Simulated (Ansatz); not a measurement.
## One structure, 3 elements: TiC, ZrC, HfC

Plane-wave DFT in Ansatz with scalar-relativistic PAW potentials, cutoff 500 eV, Γ-centred meshes chosen by cell and gap, Gaussian smearing with energies taken to zero width. Every cell was relaxed (cell and atoms) in a run of its own, within the symmetry of its start. Functional: r2SCAN.

All members share space group Fm-3m and the same sites; only the element on one set of sites changes (Ti, Zr, Hf). Members needn't be the stable form of their composition. Energies over the elements, where given, are against the elements' standard states in the same functional (H₂, N₂, O₂ and halogens uncorrected, Hg as a solid). The first member:

Space group Fm-3m (No. 225). a = 4.328 Å, b = 4.328 Å, c = 4.328 Å, α = 90.00°, β = 90.00°, γ = 90.00°
| atom | site | symmetry | x | y | z |
| --- | --- | --- | --- | --- | --- |
| Ti | 4a | m-3m | 0.0000 | 0.0000 | 0.0000 |
| C | 4b | m-3m | 0.5000 | 0.0000 | 0.0000 |

**Question.** How do size, gap and binding change down the group?

**Answer.**
| compound | V (Å³/atom) | a (Å) | energy over elements (eV/atom) |
| --- | --- | --- | --- |
| TiC | 10.13 | 4.328 | -0.988 |
| ZrC | 13.07 | 4.712 | -1.008 |
| HfC | 12.49 | 4.641 | -1.085 |

Over the series the volume has no steady trend down the group (least for Ti); all are metallic on the mesh; binding against the elements strengthens. Hf is no larger than Zr here (12.49 against 13.07 Å³/atom), as one expects from the lanthanide contraction and relativistic shrinking of 6s.

Spin-orbit coupling is left out, which matters for the bands of heavy elements.